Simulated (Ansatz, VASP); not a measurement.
# ZnO (zincite) in two plane-wave programs, part 2 of 2

Aim: how closely do two programs agree when they are given the same cell, functional and k mesh? The cell is taken from a series of VASP runs on this material, whose earlier steps may have relaxed, scaled or displaced it; both programs get it as it stands.

VASP 6.6.1 and Ansatz 0.2.0.

So far. Step 2 (VASP: band structure, r2SCAN with rVV10): The run ends at a pressure of -0.01 GPa, with forces up to 0.0073 eV/Å.

## (3) Ansatz: band structure, r2SCAN with rVV10

Level of this step: Ansatz beside VASP: Kohn-Sham DFT, plane waves, r2SCAN with rVV10 (Ansatz).

Ansatz runs on its default PAW (the set named soft_2) files.

The same cell, functional, mesh and smearing now go to Ansatz, which takes its cutoff from its data sets.

input.yaml reads:

```yaml
crystal:
  lattice:
    - [3.2335807289, 0.0, 0.0]
    - [-1.6167903645, 2.8003630564, 0.0]
    - [0.0, 0.0, 5.2065965983]
  atoms:
    - { symbol: Zn, position: [0.3333333333, 0.6666666667, 0.4994298289] }
    - { symbol: Zn, position: [0.6666666667, 0.3333333333, 0.9994298289] }
    - { symbol: O, position: [0.6666666667, 0.3333333333, 0.3795801711] }
    - { symbol: O, position: [0.3333333333, 0.6666666667, 0.8795801711] }
hamiltonian:
  xc: r2scan
  pseudopotentials: { kind: paw }
  dispersion: rvv10
kpoints:
  mp_grid: { grid: [8, 8, 5] }
  band_path:
    path:
      - [0.0, 0.0, 0.0]
      - [0.13333, 0.0, 0.0]
      - [0.3, 0.0, 0.0]
      - [0.46667, 0.0, 0.0]
      - [0.46667, 0.06667, 0.0]
      - [0.41111, 0.17778, 0.0]
      - [0.35556, 0.28889, 0.0]
      - [0.28889, 0.28889, 0.0]
      - [0.17778, 0.17778, 0.0]
      - [0.06667, 0.06667, 0.0]
      - [0.0, 0.0, 0.03333]
      - [0.0, 0.0, 0.2]
      - [0.0, 0.0, 0.36667]
      - [0.0, 0.0, 0.5]
      - [0.16667, 0.0, 0.5]
      - [0.3, 0.0, 0.5]
      - [0.46667, 0.0, 0.5]
      - [0.46667, 0.06667, 0.5]
      - [0.41111, 0.17778, 0.5]
      - [0.35556, 0.28889, 0.5]
      - [0.28889, 0.28889, 0.5]
      - [0.17778, 0.17778, 0.5]
      - [0.06667, 0.06667, 0.5]
      - [0.5, 0.0, 0.46667]
      - [0.5, 0.0, 0.3]
      - [0.5, 0.0, 0.13333]
      - [0.33333, 0.33333, 0.0]
      - [0.33333, 0.33333, 0.16667]
      - [0.33333, 0.33333, 0.33333]
      - [0.33333, 0.33333, 0.5]
    npoints: 1
scf:
  occupations: { method: gaussian, width: 0.05 }
  n_extra_bands: 8
output:
  forces: true
  stress: true
  eigenvalues: true
```

Run with:

```console
$ ansatz run input.yaml --threads 2 --pin off --max-ram 4608MiB --backend cpu --events-out ev --progress --plain --runs-dir out
```

Numbers of over 12 decimals in the logs are rounded to 6 here.

The log of the run:

```text
scf.n_extra_bands = 8 over 18 filled bands (N_el = 36.0): the run solves 26 bands
Engine: ansatz 0.2.0, aarch64-unknown-linux-gnu
Pseudopotentials: kind: paw
Pseudopotential: Zn, paw, valence charge 12, recommended cutoff 500 eV (meta_gga), Zn.paw.azcp
Pseudopotential: O, paw, valence charge 6, recommended cutoff 500 eV (meta_gga), O.paw.azcp
Functional definition: r2SCAN+rVV10
  parameter k0 = 0.174
  parameter k1 = 0.065
  parameter a1 = 4.9479
  exchange = r2scan_x(k0 = k0, k1 = k1, a1 = a1)
  correlation = r2scan_c + rvv10(11.95, 0.0093)
Crystal: 4 atoms, lattice volume = 47.147 Å³
Basis set: ecut = 500 eV, 1165 PW (Γ), exchange–correlation on 108×108×180 points (64 copies of the dense FFT grid, shifted against one another)
Bands: 26, of which v1, the nominal top of the filled ones, is band 18 counted from 1 (17 counted from 0)
Symmetry: 12 space group operations
Space group: P63mc (ITA 186), of the structure as read, at distance tolerance 3.6e-5 Å
k-points: 30 of 320 (time reversal used)
Non-local potential: Zn, projectors of the file, l = 0: 2, l = 1: 2, l = 2: 3, l = 3: 1
Non-local potential: O, projectors of the file, l = 0: 2, l = 1: 2, l = 2: 1
PAW form: soft (Blöchl's): semilocal exchange-correlation on the pseudo side does not see the compensation charge
rVV10 density: all electrons in the spheres
PAW frozen core: Zn, regenerated for the run's functional (the file was generated under x = pbe(κ = 0.804, μ = 0.219515), c = pbe(β = 0.066725))
PAW frozen core: O, regenerated for the run's functional (the file was generated under x = pbe(κ = 0.804, μ = 0.219515), c = pbe(β = 0.066725))
PAW one-centre angular grid: Zn, 590 points (default); XC on 261 of its mesh's 2673 points in the sphere
PAW one-centre angular grid: O, 302 points (default); XC on 160 Gauss nodes
Initial density: superposition of atomic densities (neutral atoms: chi_scale 0, normalization atom), corrected by the library's trained network
Initial wavefunctions: pseudopotential atomic-orbital guess
Functional: x = r2scan, c = r2scan + rvv10(b = 11.95, C = 0.0093); τ floored in thin density (d = 2e-4 eV/Å³)
SCF iter   1: F=—  HF=-7787.037152 eV  |F-HF|=—  |Δ(HF+E_count)|=         —  Δρ=1.88e-2  dr2=7.56e-2  dr2_τ=9.32e-2  ethr=1.77e-3  ⟨swp⟩=5.9  Hψ=3543  notcnv=0
preconditioner: auto → Resta (q_TF=auto, 2.608 Å⁻¹)  ε∞=4.9  [insulator: Δε(μ)=1.296 eV  Ē_g=16.394 eV  σ=0.050 eV  W_gap=1.00  n_scr=22 (ndim 8)  ℏωp=32.4 eV  f_vac=0.036  D(μ)=0.00/eV (n_scr^D=0)  ε∞_Penn≈4.9]
SCF iter   2: F=—  HF=-7787.067265 eV  |F-HF|=—  |Δ(HF+E_count)|=   3.01e-2  Δρ=4.43e-3  dr2=7.57e-3  dr2_τ=5.66e-4  ethr=2.10e-4  ⟨swp⟩=2.2  Hψ=1656  notcnv=0  defer=94
SCF iter   3: F=—  HF=-7787.064751 eV  |F-HF|=—  |Δ(HF+E_count)|=   2.51e-3  Δρ=4.40e-3  dr2=4.22e-3  dr2_τ=1.78e-4  ethr=2.10e-5  ⟨swp⟩=2.0  Hψ=1311  notcnv=0  defer=94
SCF iter   4: F=—  HF=-7787.064158 eV  |F-HF|=—  |Δ(HF+E_count)|=   5.93e-4  Δρ=1.66e-3  dr2=8.24e-4  dr2_τ=2.08e-5  ethr=1.17e-5  ⟨swp⟩=1.0  Hψ=686  notcnv=0  defer=94
SCF iter   5: F=—  HF=-7787.063995 eV  |F-HF|=—  |Δ(HF+E_count)|=   1.62e-4  Δρ=3.03e-4  dr2=2.32e-5  dr2_τ=3.11e-6  ethr=2.29e-6  ⟨swp⟩=2.3  Hψ=1226  notcnv=0  defer=94
SCF iter   6: F=—  HF=-7787.064006 eV  |F-HF|=—  |Δ(HF+E_count)|=   1.10e-5  Δρ=1.29e-4  dr2=8.35e-6  dr2_τ=2.93e-7  ethr=6.46e-8  ⟨swp⟩=2.5  Hψ=1131  notcnv=0  defer=94
SCF iter   7: F=-7787.064005 eV  HF=-7787.064005 eV  |F-HF|=1.70e-8  |Δ(HF+E_count)|=   1.66e-6  Δρ=1.16e-5  dr2=2.92e-8  dr2_τ=5.71e-9  ethr=2.78e-10  ⟨swp⟩=7.6  Hψ=4316  notcnv=0
SCF 1 converged in 7 iterations: F = -7787.064005 eV  dr2 = 2.92e-8
  greatest PAW one-centre occupation: 0.987 electrons in one spin orbital (limit 2), on the Zn atom at site 0 (counted from 0), in its partial waves of l = 2
NSCF: frozen V_eff on 30 k-points
SCF converged after 7 iterations
Free energy (F): -7787.064005 eV
Harris-Foulkes:  -7787.064005 eV  (|F-HF|=1.70e-8)
Internal energy: -7787.064005 eV  (E = F + TS)
E sigma→0 (E₀):  -7787.064005 eV
Fermi energy:    7.577016 eV
--- Per-component energies (eV) ---
  E_band       = 50.052480
  E_kinetic    = 612.581583
  E_local      = -4001.054187  (includes V_loc(G=0)·N_el)
  E_nonlocal   = 1342.021501
  E_hartree    = 1650.574918
  E_xc         = -389.980341
  E_vxc        = -314.920657  (∫ρ·V_xc dr)
  E_paw        = -4028.620685  (= ΣΔE_a)
  E_vpaw       = -908.861047  (= ΣTr[D̂ρ^β])
  E_aug_tail   = 0.001509  (compensation charges beyond the density's cutoff)
  E_vtau       = 19.139224  (kinetic-family band-sum trace: ∫τ·v_τ [+ j·A + Jᵃ·Aᵃ] dr)
  E_ewald      = -2972.159184
  E_core_change = -0.429119  (= ΣΔE_core)
  E_smearing   = -0.000000  (= −TS)
  E_closure    = 0.000000  (closes the sum)
  Σ components = -7787.064005   (vs F -7787.064005, Δ=0.00e0)
--- Forces (eV/Å), atoms counted from 1 ---
  atom   1  Zn     0.00000000    -0.00000000     0.01516792
  atom   2  Zn     0.00000000     0.00000000     0.01516792
  atom   3  O      0.00000000    -0.00000000    -0.01522307
  atom   4  O     -0.00000000     0.00000000    -0.01522307
  max |Σ_I F_I| component: 1.10e-4 eV/Å
--- Stress (GPa, compression-positive) ---
       -1.034058       0.000000      -0.000000
        0.000000      -1.034058       0.000000
       -0.000000      -0.000000      -1.181054
  P = ⅓ Tr σ = -1.0831 GPa (-10.831 kbar)
--- Band table (eV; the first three rows and the last of 30) ---
  k-point 0: bands = [... 14 lower, 6.1703, 6.8844, 6.9857, 6.9857, 8.1669, 12.8332, 15.7656, 20.7216, ... 4 higher]
  k-point 1: bands = [... 14 lower, 6.2499, 6.2499, 6.9098, 6.9098, 8.9616, 12.4459, 16.1146, 20.5986, ... 4 higher]
  k-point 2: bands = [... 14 lower, 6.4567, 6.4567, 6.7090, 6.7090, 10.2383, 11.4839, 17.0839, 18.6315, ... 4 higher]
  k-point 29: bands = [... 14 lower, 4.1043, 4.6725, 5.5248, 5.7221, 14.6151, 14.9259, 15.8328, 16.4531, ... 4 higher]
```

Run time: 6.5 s. Hardware: 2 threads of Arm Neoverse V2, shared host; peak memory 0.49 GiB.

The column dr2 measures how far the density is from self-consistency, as an energy; F and HF (Harris–Foulkes) agree once it is small.

## (4) Side by side

Known differences besides the potentials themselves: VASP keeps PBE cores, Ansatz makes them for the functional; the cutoff is 500 eV in Ansatz and 520 eV in VASP. Total energies have different zeros and are not compared.

Both answers:

| quantity | Ansatz | VASP | difference |
| --- | --- | --- | --- |
| pressure (GPa) | -1.08 | -0.01 | -1.07 |
| pressure without Ansatz's Pulay correction (GPa) | -1.18 | -0.01 | -1.17 |
| gap over the path points (eV) | 1.181 | 1.180 | +0.001 |

Levels at points of the path, from each program's valence-band top (eV; 4 filled, then empty):

| k (reciprocal lattice) | Ansatz | VASP |
| --- | --- | --- |
| 0.000 0.000 0.000 | -0.81 -0.10 0.00 0.00 1.18 5.85 8.78 | -0.82 -0.10 0.00 0.00 1.18 5.83 8.78 |
| 0.133 0.000 0.000 | -1.05 -0.82 -0.22 -0.13 2.25 6.57 8.75 | -1.06 -0.82 -0.22 -0.13 2.25 6.56 8.75 |
| 0.300 0.000 0.000 | -2.07 -1.77 -0.72 -0.55 4.32 8.05 8.60 | -2.06 -1.78 -0.72 -0.55 4.32 8.04 8.58 |
| 0.467 0.000 0.000 | -2.86 -2.32 -1.29 -0.87 6.26 7.45 8.06 | -2.86 -2.33 -1.29 -0.87 6.26 7.42 8.03 |
| 0.467 0.067 0.000 | -2.91 -2.41 -1.36 -0.95 6.54 7.43 8.05 | -2.91 -2.41 -1.36 -0.95 6.54 7.42 8.03 |
| 0.411 0.178 0.000 | -3.30 -2.43 -1.61 -1.29 7.21 7.99 8.08 | -3.31 -2.43 -1.61 -1.29 7.21 7.97 8.05 |
| 0.356 0.289 0.000 | -3.50 -2.13 -1.86 -1.70 8.06 8.12 8.45 | -3.50 -2.13 -1.86 -1.70 8.04 8.11 8.44 |
| 0.289 0.289 0.000 | -3.31 -2.39 -1.63 -1.60 7.46 8.09 8.82 | -3.30 -2.39 -1.63 -1.60 7.45 8.06 8.80 |
| 0.178 0.178 0.000 | -2.46 -1.88 -0.77 -0.72 4.56 8.15 8.99 | -2.45 -1.89 -0.77 -0.72 4.56 8.14 8.97 |
| 0.067 0.067 0.000 | -1.05 -0.66 -0.19 -0.11 2.05 6.40 8.76 | -1.05 -0.66 -0.19 -0.11 2.05 6.39 8.76 |

At this near-relaxed geometry the largest component of a force difference is 8 meV/Å. Among the levels compared at these points, filled levels agree within 10 meV and empty ones within 31 meV. Ansatz's pressure holds a Pulay correction of 0.10 GPa; VASP's holds none.

## (5) What the set-up changes

Further runs change the set-up of one program: Ansatz's method, potentials or start, or VASP's data sets, cutoff or form of LDA. The table gives Ansatz less VASP for each quantity, since a change that brings one quantity closer may part another.

| run | r.m.s. force difference (meV/Å) | pressure (GPa) | gap over the path points (eV) | pressure without Ansatz's Pulay correction (GPa) |
| --- | --- | --- | --- | --- |
| as above | 4.5 | -1.1 | 0.0014 | -1.2 |
| cores kept as stored | 4.5 | -1.1 | 0.0055 | -1.2 |
| Ansatz's larger PAW set (cutoff 900 eV) | 4.6 | -0.97 | 0.014 |  |
| norm-conserving potentials (cutoff 1306 eV) | 3.8 | -1.1 | 0.047 | -1.2 |

## (6) Ansatz: single point, r2SCAN with rVV10

With cell and atoms fixed, the geometry can't cause a difference; cores, projectors, grids and the points listed under the comparison can.

The cell is taken from a series of VASP runs on this material, whose earlier steps may have relaxed, scaled or displaced it; both programs get it as it stands.

input.yaml, the sections that differ from step 3:

```yaml
kpoints:
  mp_grid: { grid: [12, 12, 7] }
scf:
  occupations: { method: tetrahedron }
output:
  forces: true
  stress: true
# crystal, hamiltonian: as in step 3
```

The log of the run:

```text
Warning: output.forces, output.stress, relax.cell or npt_langevin: where a Kohn–Sham band that disperses or a degenerate level is filled in part under the method tetrahedron, the forces or the stress that this run publishes need not agree with its energy (scf.occupations.method in the input reference, under Limitations); prefer a smearing scheme for the forces or the stress
[...]
--- Band table (eV; the first three rows and the last of 76) ---
  k-point 0: bands = [... 14 lower, 6.1701, 6.8841, 6.9854, 6.9854, 8.1668, 12.8331, 15.7655, 20.7216]
  k-point 1: bands = [... 14 lower, 6.2113, 6.4839, 6.9461, 6.9461, 8.6368, 12.6293, 15.9468, 20.7207]
  k-point 2: bands = [... 14 lower, 6.3266, 6.3266, 6.8354, 6.8354, 9.4948, 12.0853, 16.4583, 19.7340]
  k-point 75: bands = [... 14 lower, 4.0082, 4.4380, 5.6591, 5.6591, 15.3865, 15.4974, 15.6542, 15.6542]
[key lines of the parts left out:]
SCF converged after 8 iterations
Free energy (F): -7787.064265 eV
Fermi energy:    6.985443 eV
P = ⅓ Tr σ = -1.0820 GPa (-10.820 kbar)
```

The job ended after 8.7 s (2 threads; peak memory 0.55 GiB).

The run ends at a pressure of -1.08 GPa, with forces up to 0.015 eV/Å.

## (7) VASP: single point, r2SCAN with rVV10

The same cell, functional, mesh and smearing now go to VASP, with its own data sets and cutoff.

INCAR reads:

```
SYSTEM = ZnO
PREC = Accurate
ENCUT = 520
EDIFF = 1E-06
NELM = 100
ISMEAR = -5
SIGMA = 0.05
LREAL = .FALSE.
ALGO = Normal
METAGGA = R2SCAN
LUSE_VDW = .TRUE.
IVDW_NL = 2
BPARAM = 11.95
CPARAM = 0.0093
LASPH = .TRUE.
NBANDS = 32
LORBIT = 11
LWAVE = .FALSE.
LCHARG = .FALSE.
KPAR = 4
NEDOS = 2001
```

POSCAR reads:

```
ZnO
1.0
    3.2335807289      0.0000000000      0.0000000000
   -1.6167903645      2.8003630564      0.0000000000
    0.0000000000      0.0000000000      5.2065965983
Zn O
2 2
Direct
    0.3333333333      0.6666666667      0.4994298289
    0.6666666667      0.3333333333      0.9994298289
    0.6666666667      0.3333333333      0.3795801711
    0.3333333333      0.6666666667      0.8795801711
```

KPOINTS reads:

```
Automatic mesh
0
Gamma
12 12 7
0 0 0
```

The projector-augmented-wave data sets are Zn and O (PBE family, release 64).

Run with:

```console
$ mpirun -np 4 vasp_std
```

The log of the run:

```text
[banner, memory and clock lines left out]
running    4 mpi-ranks, on    1 nodes
[...]
[... a notice as in an earlier step ...]

 [... a notice as in an earlier step ...]

 LDA part: xc-table for (None), standard interpolation
 POSCAR, INCAR and KPOINTS ok, starting setup
[...]
entering main loop
       N       E                     dE             d eps       ncg     rms          rms(c)
Total rVV10 correction in eV:      0.9957167    37.3237487
Total rVV10 correction in eV:      0.9957167    37.3237487
Total rVV10 correction in eV:      0.9957167    37.3237487
Total rVV10 correction in eV:      0.9957167    37.3237487
DAV:   1     0.283492285110E+03    0.28349E+03   -0.17398E+04  5160   0.168E+03
DAV:   2    -0.110494309106E+02   -0.29454E+03   -0.26866E+03  4880   0.387E+02
DAV:   3    -0.448639248839E+02   -0.33814E+02   -0.33344E+02  5872   0.123E+02
DAV:   4    -0.454731473400E+02   -0.60922E+00   -0.60878E+00  5248   0.174E+01
DAV:   5    -0.454753472378E+02   -0.21999E-02   -0.21999E-02  5888   0.108E+00    0.144E+01
[...]
Total rVV10 correction in eV:      1.0651682    37.3237502
DAV:  13    -0.352504752665E+02    0.12817E-05   -0.31809E-05  5728   0.392E-02    0.100E-02
Total rVV10 correction in eV:      1.0652644    37.3237502
Total rVV10 correction in eV:      1.0652644    37.3237502
Total rVV10 correction in eV:      1.0652644    37.3237502
Total rVV10 correction in eV:      1.0652644    37.3237502
DAV:  14    -0.352504709445E+02    0.43219E-05   -0.10136E-05  5648   0.251E-02    0.557E-03
Total rVV10 correction in eV:      1.0652632    37.3237502
Total rVV10 correction in eV:      1.0652632    37.3237502
Total rVV10 correction in eV:      1.0652632    37.3237502
Total rVV10 correction in eV:      1.0652632    37.3237502
DAV:  15    -0.352504707630E+02    0.18156E-06   -0.58492E-07  3008   0.694E-03
Total rVV10 correction in eV:      1.0652583    37.3237502
Total rVV10 correction in eV:      1.0652583    37.3237502
Total rVV10 correction in eV:      1.0652583    37.3237502
Total rVV10 correction in eV:      1.0652583    37.3237502
Total rVV10 correction in eV:      1.0652732    37.3237502
Total rVV10 correction in eV:      1.0652732    37.3237502
Total rVV10 correction in eV:      1.0652732    37.3237502
Total rVV10 correction in eV:      1.0652732    37.3237502
   1 F= -.35250471E+02 E0= -.35250471E+02  d E =0.000000E+00
```

OUTCAR, selected parts (step 7):

```text
  Total       -0.0008678     -0.0008678     -0.0075887      0.0000000      0.0000000      0.0000000
  in kB       -0.0294916     -0.0294916     -0.2578835      0.0000000      0.0000000      0.0000000
  external PRESSURE =      -0.1056222 kB  Pullay stress =       0.0000000 kB

 POSITION                                       TOTAL-FORCE (eV/Angst)
 -----------------------------------------------------------------------------------
     -0.00000      1.86691      2.60033         0.000000      0.000000      0.007344
      1.61679      0.93345      5.20363        -0.000000      0.000000      0.007344
      1.61679      0.93345      1.97632         0.000000      0.000000     -0.007344
     -0.00000      1.86691      4.57962         0.000000      0.000000     -0.007344
 -----------------------------------------------------------------------------------
    total drift:                                0.000001      0.000001     -0.068801

  FREE ENERGIE OF THE ION-ELECTRON SYSTEM (eV)
  ---------------------------------------------------
  free  energy   TOTEN  =       -35.2504707630 eV

  energy  without entropy=      -35.2504707630  energy(sigma->0) =      -35.25047076

[... 1 part as in an earlier step ...]

[... 2 further parts left out ...]
[key lines of the parts left out:]
E-fermi :   0.9435
```

The run ends at a pressure of -0.01 GPa, with forces up to 0.0073 eV/Å.

## (8) Side by side

Compared:

| quantity | Ansatz | VASP | difference |
| --- | --- | --- | --- |
| pressure (GPa) | -1.08 | -0.01 | -1.07 |
| pressure without Ansatz's Pulay correction (GPa) | -1.18 | -0.01 | -1.17 |
| gap on the k mesh (eV) | 1.181 | 1.180 | +0.001 |

At this near-relaxed geometry the largest component of a force difference is 8 meV/Å. A gap on the mesh is an upper bound, since the band edges may lie between its points. Ansatz's pressure holds a Pulay correction of 0.10 GPa; VASP's holds none.

## (9) Other set-ups

Further runs change the set-up of one program: Ansatz's method, potentials or start, or VASP's data sets, cutoff or form of LDA. The table gives Ansatz less VASP for each quantity, since a change that brings one quantity closer may part another.

| run | r.m.s. force difference (meV/Å) | pressure (GPa) | gap on the k mesh (eV) | pressure without Ansatz's Pulay correction (GPa) |
| --- | --- | --- | --- | --- |
| as above | 4.5 | -1.1 | 0.0014 | -1.2 |
| cores kept as stored | 4.5 | -1.1 | 0.0056 | -1.2 |
| Ansatz's larger PAW set (cutoff 900 eV) | 4.6 | -0.97 | 0.014 |  |
| norm-conserving potentials (cutoff 1306 eV) | 3.8 | -1.1 | 0.047 | -1.2 |

## (10) Outcome

- difference in pressure (band structure, r2SCAN with rVV10): -1.1 GPa
- difference in pressure (single point, r2SCAN with rVV10): -1.1 GPa

**Reading.** The difference in pressure is -1.1 GPa (band structure, r2SCAN with rVV10), beyond the 1 GPa picked in this series as the mark of a large difference. Band structure, r2SCAN with rVV10, cores kept as stored: the difference in gap over the path points goes from 0.0014 to 0.0055 eV. Band structure, r2SCAN with rVV10, Ansatz's larger PAW set (cutoff 900 eV): the difference in gap over the path points goes from 0.0014 to 0.014 eV. Band structure, r2SCAN with rVV10, norm-conserving potentials (cutoff 1306 eV): the difference in gap over the path points goes from 0.0014 to 0.047 eV. Single point, r2SCAN with rVV10, cores kept as stored: the difference in gap on the k mesh goes from 0.0014 to 0.0056 eV. Single point, r2SCAN with rVV10, Ansatz's larger PAW set (cutoff 900 eV): the difference in gap on the k mesh goes from 0.0014 to 0.014 eV. Such differences can come from data sets, numerical settings and the points named under the comparisons, not from the functional's error against experiment.

[Lines on the potential files, build, host, timing and source positions are cut from VASP's logs without a mark.]

[Logs are printed without paths, hosts, clocks, repeated set-up lines and the standing remarks that a program may print on its own settings, such as how far it seeks lower states.]

[Hosts, paths, dates, database ids (printed as entryN), source tags and the programs' standing remarks are cut or masked in the printed files.]
